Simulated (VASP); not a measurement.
## Ir: equation of state with PBEsol

Ir:

```
CELL_PARAMETERS angstrom
0.00000 1.91700 1.91700
1.91700 0.00000 1.91700
1.91700 1.91700 0.00000
ATOMIC_POSITIONS crystal
Ir 0.00000 0.00000 0.00000
```

```
Program                : VASP 6.6.1
Task                   : equation of state
Functional             : PBEsol
Potentials or basis    : VASP PAW PBE potentials, release 64 (Ir)
Cutoff                 : 520 eV
k mesh                 : 10 × 10 × 10
Occupations            : fermi-dirac, width 0.05 eV
Spin                   : no spin polarisation
Ladder                 : gaps
Further INCAR settings : ALGO = Normal; EDIFF = 1e-07
```

The equilibrium volume is 14.09 Å³/atom, the bulk modulus is 390 GPa and the pressure derivative of the bulk modulus is 5.1 (rough: it moves with the points fitted).

Energy against volume, from the lowest point:
```tsv
volume (Å³/atom)	energy (meV/atom)
13.526	29.80
13.808	7.15
14.090	0.00
14.371	6.59
14.653	25.33
```

All runs of the series together: 24 s on 1 thread of Intel(R) Xeon(R) Platinum 8375C CPU @ 2.90GHz (Ice Lake), on a shared host.

Caveat: the PAW data sets were made with another functional, which shifts forces and pressure a little. The run has no spin-orbit coupling, so splittings on Ir are missing.
